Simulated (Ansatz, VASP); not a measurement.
**TiPt3: VASP beside Ansatz**

```xyz
4
Lattice="3.8708 0.0000 0.0000 0.0000 3.8708 0.0000 0.0000 0.0000 3.8708" Properties=species:S:1:pos:R:3 pbc="T T T"
Pt    1.9354    1.9354    0.0000
Pt    1.9354    0.0000    1.9354
Pt    0.0000    1.9354    1.9354
Ti    0.0000    0.0000    0.0000
```

Change from the starting cell: volume scaled by 0.98.

Alike in both runs: task single point; functional PBEsol; k mesh 7 × 7 × 7; occupations fermi-dirac, width 0.05 eV; no spin polarisation.

|  | VASP | Ansatz |
| --- | --- | --- |
| version | VASP 6.6.1 | Ansatz 0.2.0 |
| potentials or method | VASP PAW PBE potentials, release 64 (Pt, Ti_sv) | Ansatz PAW |
| plane-wave cutoff (eV) | 520 | 420 |
| valence electrons in the cell | 42 | 66 |

VASP gave:

* gap on the k mesh at the Fermi level (eV): none
* pressure (GPa): 5.9

What did Ansatz give for the same quantities?

gap on the k mesh at the Fermi level (eV): none; pressure (GPa): 6.2.

A gap of «none» marks a metal or a gap that the smearing closes. The two sets of potentials don't hold the same shells in valence.

Caveats: the PAW data sets were made with another functional, which shifts forces and pressure a little (VASP); the PAW data sets come from PBE, with cores solved anew for the run's functional, which leaves a small shift of forces and pressure (Ansatz). Spin-orbit coupling is left out, which matters for the levels of Pt.
